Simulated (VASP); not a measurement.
# Al2O3 (Corundum) (R-3c) in VASP: settings compared, part 2 of 2

VASP 6.6.1.

## Step 3: Relaxation of cell and atoms, r2SCAN

This run uses another cell than the first one, of 8.47 Å³/atom, 0.996 times its volume.

The input, INCAR:

```
PREC = Accurate
ENCUT = 600
EDIFF = 1E-7
ISMEAR = 0
SIGMA = 0.03
LREAL = False
LASPH = True
NELM = 80
ALGO = Normal
ISIF = 3
LWAVE = False
LCHARG = False
METAGGA = R2SCAN
LMIXTAU = True
IBRION = 2
NSW = 90
EDIFFG = -0.005
KPAR = 2
```

The input, KPOINTS:

```
regular mesh
0
Gamma
  9 9 7
```

The input, POSCAR:

```
Al2O3                                   
1.0
    2.3774328728      1.3726115091      4.3256303498
   -2.3774328728      1.3726115091      4.3256303498
    0.0000000000     -2.7452230182      4.3256303498
  Al              O             
     4     6
Direct
     0.3518475380414189    0.3518475380414189    0.3518475380414189
     0.1481524619585811    0.1481524619585811    0.1481524619585811
     0.6481524619585812    0.6481524619585812    0.6481524619585812
     0.8518475380414188    0.8518475380414188    0.8518475380414188
     0.5562011770051388    0.9437988229948612    0.2500000000000000
     0.2500000000000000    0.5562011770051388    0.9437988229948612
     0.9437988229948612    0.2500000000000000    0.5562011770051388
     0.4437988229948612    0.0562011770051388    0.7500000000000000
     0.7500000000000000    0.4437988229948612    0.0562011770051388
     0.0562011770051388    0.7500000000000000    0.4437988229948612
```

Potentials or basis: VASP PAW PBE potentials, release 64 (Al, O).

Launch:

```bash
> cat potpaw_PBE.64/Al/POTCAR potpaw_PBE.64/O/POTCAR > POTCAR
> mpirun -np 2 vasp_std > vasp.out
```

OUTCAR:

```text
PREC = Accurate
   ENCUT = 600
   EDIFF = 1E-7
   ISMEAR = 0
   LREAL = False
   LASPH = True
   NELM = 80
   ISIF = 3
   METAGGA = R2SCAN
   IBRION = 2
   NSW = 90
   EDIFFG = -0.005

 ion  position               nearest neighbor table
   1  0.352  0.352  0.352-  10 1.85   8 1.85   9 1.85   5 1.97   7 1.97   6 1.97   2 2.64   3 2.79
                             3 2.79   3 2.79   2 3.22   2 3.22   2 3.22
   2  0.148  0.148  0.148-   9 1.85   8 1.85  10 1.85   5 1.97   7 1.97   6 1.97   1 2.64   4 2.79
                             4 2.79   4 2.79   1 3.22   1 3.22   1 3.22
   3  0.648  0.648  0.648-   7 1.85   5 1.85   6 1.85   8 1.97   9 1.97  10 1.97   4 2.64   1 2.79
[... 1104 lines left out ...]
 -----------------------------------------------------------------------------
  energy-cutoff  :      600.00
  volume of cell :       84.68
      direct lattice vectors                 reciprocal lattice vectors
     2.376978397  1.372349117  4.326442128     0.210351091  0.121446259  0.077045601
    -2.376978397  1.372349117  4.326442128    -0.210351091  0.121446259  0.077045601
     0.000000000 -2.744698234  4.326442128     0.000000000 -0.242892518  0.077045601

 POSITION                                       TOTAL-FORCE (eV/Angst)
 -----------------------------------------------------------------------------------
      0.00000      0.00000      4.56676         0.000000     -0.000000     -0.004179
      0.00000      0.00000      1.92291         0.000000      0.000000      0.004179
      0.00000      0.00000      8.41257         0.000000     -0.000000      0.004179
      0.00000      0.00000     11.05642         0.000000      0.000000     -0.004179
     -0.92094      1.37235      7.57127        -0.000154     -0.000000      0.000000
     -0.72802     -1.48374      7.57127         0.000077     -0.000134      0.000000
      1.64896      0.11139      7.57127         0.000077      0.000134      0.000000
      0.92094     -1.37235      5.40805         0.000154     -0.000000      0.000000
      0.72802      1.48374      5.40805        -0.000077      0.000134      0.000000
     -1.64896     -0.11139      5.40805        -0.000077     -0.000134      0.000000
 -----------------------------------------------------------------------------------
    total drift:                               -0.000000     -0.000000     -0.000000

  FREE ENERGIE OF THE ION-ELECTRON SYSTEM (eV)
  ---------------------------------------------------
  free  energy   TOTEN  =       -96.2939532279 eV

  energy  without entropy=      -96.2939532279  energy(sigma->0) =      -96.29395323

 reached required accuracy - stopping structural energy minimisation
```

It took 23 min on 2 MPI ranks of Intel Xeon 6975P-C (Granite Rapids), shared host; peak memory 0.53 GiB.

What came out:

```
Free energy                            : -96.2940 eV
Relaxed volume                         : 8.47 Å³/atom
Relaxed cell                           : a = 5.124 Å, b = 5.124 Å, c = 5.124 Å, α = 55.28°, β = 55.28°, γ = 55.28°
Space group after relaxing (to 0.05 Å) : R-3c (No. 167)
Energy gained by relaxing              : 0.0 meV/atom
Ionic steps                            : 2
Pressure after relaxing                : 0.0 GPa
Largest force after relaxing           : 0.004 eV/Å
Band gap on the k mesh                 : 7.20 eV, direct
```

Forces on the atoms (eV/Å):
```
Al   0.000  0.000 -0.004
Al   0.000  0.000  0.004
Al   0.000  0.000  0.004
Al   0.000  0.000 -0.004
O    0.000  0.000  0.000
O    0.000  0.000  0.000
O    0.000  0.000  0.000
O    0.000  0.000  0.000
O    0.000  0.000  0.000
O    0.000  0.000  0.000
```

Final structure:
```xyz
10
Lattice="2.3770 1.3723 4.3264 -2.3770 1.3723 4.3264 0.0000 -2.7447 4.3264" Properties=species:S:1:pos:R:3 pbc="T T T"
Al    0.0000    0.0000    4.5668
Al    0.0000    0.0000    1.9229
Al    0.0000    0.0000    8.4126
Al    0.0000    0.0000   11.0564
O    -0.9209    1.3723    7.5713
O    -0.7280   -1.4837    7.5713
O     1.6490    0.1114    7.5713
O     0.9209   -1.3723    5.4081
O     0.7280    1.4837    5.4081
O    -1.6490   -0.1114    5.4081
```

Caveat: the PAW data sets were made with another functional, which shifts forces and pressure a little; an odd mesh through Γ misses points on the zone boundary, where band edges often lie.

## Step 4: Relaxation of cell and atoms, PBE+D3(BJ)

The input, INCAR:

```
SYSTEM = Al2O3
ALGO = Normal ; EDIFF = 1E-6
EDIFFG = -0.01 ; ENCUT = 600
GGA = PE ; IBRION = 2
ISIF = 3 ; ISMEAR = 0
IVDW = 12 ; KPAR = 2
LASPH = .True. ; LCHARG = .False.
LREAL = .False. ; LWAVE = .False.
NELM = 80 ; NSW = 90
PREC = Accurate ; SIGMA = 0.03
```

The input, KPOINTS:

```
k-points
0
Gamma
  9 9 7
  0 0 0
```

The input, POSCAR:

```
Al2O3
1.0
    2.3802500000      1.3742379782      4.3318666667
   -2.3802500000      1.3742379782      4.3318666667
    0.0000000000     -2.7484759565      4.3318666667
Al O
4 6
Direct
    0.3521600000      0.3521600000      0.3521600000
    0.1478400000      0.1478400000      0.1478400000
    0.6478400000      0.6478400000      0.6478400000
    0.8521600000      0.8521600000      0.8521600000
    0.5566800000      0.9433200000      0.2500000000
    0.2500000000      0.5566800000      0.9433200000
    0.9433200000      0.2500000000      0.5566800000
    0.4433200000      0.0566800000      0.7500000000
    0.7500000000      0.4433200000      0.0566800000
    0.0566800000      0.7500000000      0.4433200000
```

Launch:

```bash
> cat potpaw_PBE.64/Al/POTCAR potpaw_PBE.64/O/POTCAR > POTCAR
> mpirun -np 2 vasp_std > vasp.out
```

It took 13 min on 2 MPI ranks of Intel Xeon Platinum 8259CL at 2.50GHz (Skylake/Cascade Lake), shared host; peak memory 0.52 GiB.

The run converged. Its results:

```
Free energy                            : -77.1465 eV
Relaxed volume                         : 8.58 Å³/atom
Relaxed cell                           : a = 5.145 Å, b = 5.145 Å, c = 5.145 Å, α = 55.33°, β = 55.33°, γ = 55.33°
Space group after relaxing (to 0.05 Å) : R-3c (No. 167)
Energy gained by relaxing              : 0.6 meV/atom
Ionic steps                            : 5
Pressure after relaxing                : 0.0 GPa
Largest force after relaxing           : 0.004 eV/Å
Band gap on the k mesh                 : 6.10 eV, direct
Dispersion energy per atom             : -0.234 eV
```

Forces in eV/Å, atoms in the order of the input:
```
Al   0.000  0.000  0.004
Al   0.000  0.000 -0.004
Al   0.000  0.000 -0.004
Al   0.000  0.000  0.004
O    0.001  0.000  0.000
O    0.000  0.001  0.000
O    0.000 -0.001  0.000
O   -0.001  0.000  0.000
O    0.000 -0.001  0.000
O    0.000  0.001  0.000
```

Step by step:
```csv
step,energy change (eV),largest force (eV/Å),pressure (GPa),volume (Å³)
1,0.0000,0.0293,2.29,85.02
2,-0.0014,0.0205,-1.95,86.52
3,-0.0058,0.0172,-0.01,85.82
4,-0.0058,0.0173,-0.06,85.83
5,-0.0058,0.0039,-0.04,85.83
```

Final structure:
```
Al O
1.0
     2.38854    1.37903    4.34289
    -2.38854    1.37903    4.34289
     0.00000   -2.75805    4.34289
Al O
4 6
Direct
  0.35209 0.35209 0.35209
  0.14791 0.14791 0.14791
  0.64791 0.64791 0.64791
  0.85209 0.85209 0.85209
  0.55639 0.94361 0.25000
  0.25000 0.55639 0.94361
  0.94361 0.25000 0.55639
  0.44361 0.05639 0.75000
  0.75000 0.44361 0.05639
  0.05639 0.75000 0.44361
```

Levels at points of the mesh, in eV from the valence-band top:
```tsv
k point	band 21	band 22	band 23	band 24	band 25	band 26	band 27	band 28
(0.00, 0.00, 0.00)	-0.49	-0.05	-0.05	0.00	6.10	9.05	10.62	11.45
```

Caveat: an odd mesh through Γ misses points on the zone boundary, where band edges often lie. PBE gaps usually lie below the measured ones, often by a third to a half.
